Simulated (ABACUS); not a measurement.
Pb:

```
Pb
1.0
     0.00000    2.47502    2.47502
     2.47502    0.00000    2.47502
     2.47502    2.47502    0.00000
Pb
1
Cartesian
  0.0000 0.0000 0.0000
```

Base run:

| Quantity | Value |
| --- | --- |
| Program | ABACUS 3.10.1 |
| Functional | PBE |
| Potentials or basis | PseudoDojo NC SR 0.4.1 PBE standard |
| Cutoff | 857 eV |
| Density cutoff | 3429 eV |
| Basis | plane waves |
| k mesh | 9 × 9 × 9 |
| Occupations | fermi-dirac, width 0.05 eV |
| Spin | no spin polarisation |

Its results: band gap on the k mesh none (metal or under the smearing width); pressure 2.2 GPa.

**Question.** The run is repeated on the same cell with these changes: cutoff from 857 eV to 1361 eV; density cutoff from 3429 eV to 5442 eV; basis from plane waves to DZP LCAO (the cutoffs set its grid). What comes out?

**Answer.** Band gap on the k mesh none (metal or under the smearing width); pressure 4.0 GPa.

Caveats: the atomic orbitals were generated for these runs and aren't a published set (some runs); the basis of atomic orbitals isn't converged, which shifts pressures, moduli and gaps (some runs).

Not every run made on this cell is shown here.
